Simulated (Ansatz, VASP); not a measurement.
# BaTe in VASP and in Ansatz

Contents of POSCAR:

```
BaTe
1.0
    0.0000000000      3.4100000000      3.4100000000
    3.4100000000      0.0000000000      3.4100000000
    3.4100000000      3.4100000000      0.0000000000
Ba Te
1 1
Direct
    0.0000000000      0.0000000000      0.0000000000
    0.5000000000      0.5000000000      0.5000000000
```

Contents of INCAR.step1:

```
ALGO = Normal
EDIFF = 1E-4
ENCUT = 520
GGA = PE
ISMEAR = 0
LASPH = T
LCHARG = F
LREAL = F
LWAVE = T
NBANDS = 15
NELM = 100
PREC = Accurate
SIGMA = 0.05
```

Contents of INCAR.step2:

```
ALGO = Normal
EDIFF = 1E-7
ENCUT = 520
ISIF = 2
ISMEAR = 0
ISTART = 1
LASPH = T
LCHARG = T
LELF = T
LMIXTAU = T
LREAL = F
LVHAR = T
LWAVE = F
METAGGA = R2SCAN
NBANDS = 15
NELM = 100
PREC = Accurate
SIGMA = 0.05
```

Contents of KPOINTS:

```
k-points
0
Gamma
  8 8 8
```

Input for Ansatz:

```yaml
crystal:
  lattice:
    - [0.0, 3.41, 3.41]
    - [3.41, 0.0, 3.41]
    - [3.41, 3.41, 0.0]
  atoms:
    - { symbol: Ba, position: [0.0, 0.0, 0.0] }
    - { symbol: Te, position: [0.5, 0.5, 0.5] }
basis:
  ecutwfc: 500
kpoints:
  mp_grid: { grid: [8, 8, 8] }
hamiltonian:
  xc: r2scan
scf:
  occupations: { method: gaussian, width: 0.05 }
output:
  forces: true
  stress: true
  eigenvalues: true
```

Alike in both runs: task single point; functional r2SCAN; k mesh 8 × 8 × 8; occupations gaussian, width 0.05 eV; no spin polarisation.

|  | VASP | Ansatz |
| --- | --- | --- |
| version | VASP 6.6.1 | Ansatz 0.2.0 |
| potentials or method | VASP PAW PBE potentials, release 64 (Ba_sv, Te) | scalar-relativistic, plane waves, PAW |
| plane-wave cutoff (eV) | 520 | 500 |
| valence electrons in the cell | 16 | 26 |

Ansatz gave:

* gap on the k mesh at the Fermi level (eV): 1.78
* least direct gap on the mesh (eV): 2.13
* pressure (GPa): 4.0

Task: Estimate VASP's values.

Result: gap on the k mesh at the Fermi level (eV): 1.69; least direct gap on the mesh (eV): 2.07; pressure (GPa): 4.5.

The functional is the same, so the differences come from potentials, cutoffs and numerics. The two sets of potentials don't hold the same shells in valence.

Caveats: the PAW data sets were made with another functional, which shifts forces and pressure a little (VASP); spin-orbit coupling is left out, which moves the levels of the heavy elements. A k mesh can miss the band edges. r2SCAN opens gaps a little over a GGA but as a rule still falls short of measured ones.
